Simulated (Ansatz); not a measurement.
Wanted: the native input for an Ansatz 0.2.0 run.

| Property | Result |
| --- | --- |
| Task | phonons |
| Functional | LDA |
| Potentials or basis | Ansatz PAW |
| Cutoff | 420 eV (not typed: the program's choice for these potentials) |
| k mesh | 5 × 5 × 5 |
| Occupations | fermi-dirac, width 0.05 eV |
| Spin | no spin polarisation |

The system is PbS.

```
Pb S
1.0
     3.65366    0.00000    0.00000
     0.00000    3.65366    0.00000
     0.00000    0.00000    3.65366
Pb S
1 1
Direct
  0.00000 0.00000 0.00000
  0.50000 0.50000 0.50000
```

Measurements of this composition are mostly on another form, of space group No. 225.

One way to write it, as run:

input.yaml

```yaml
crystal:
  lattice:
    - [3.653659, 0.0, 0.0]
    - [0.0, 3.653659, 0.0]
    - [0.0, 0.0, 3.653659]
  atoms:
    - { symbol: Pb, position: [0.0, 0.0, 0.0] }
    - { symbol: S, position: [0.5, 0.5, 0.5] }
hamiltonian:
  xc: lda
  pseudopotentials: { kind: paw }
kpoints:
  mp_grid: { grid: [5, 5, 5] }
scf:
  occupations: { method: fermi_dirac, width: 0.05 }
phonons:
  method: dfpt
```

Potentials or basis: Ansatz PAW.

Launch:

```console
$ ansatz run input.yaml --threads 2 --pin off --max-ram 5632MiB --backend cpu --events-out ev --progress --plain --runs-dir out
```

Results of the run:

```json
{"Band gap on the k mesh": "0.35 eV, indirect (least direct gap 1.71 eV)", "Highest phonon frequency at Γ, LO-TO splitting left out": "0 cm⁻¹", "Most unstable mode": "124i cm⁻¹"}
```

Caveat: some modes are imaginary; odd divisions of the mesh miss points on the zone boundary, where band edges often lie, so the gap on the mesh can be too wide; spin-orbit coupling is left out, which as a rule narrows the gap of such compounds by several tenths of an eV.

Wall time 2.1 s on 2 threads of Arm Neoverse V2, on a shared host, peak memory 0.35 GiB.
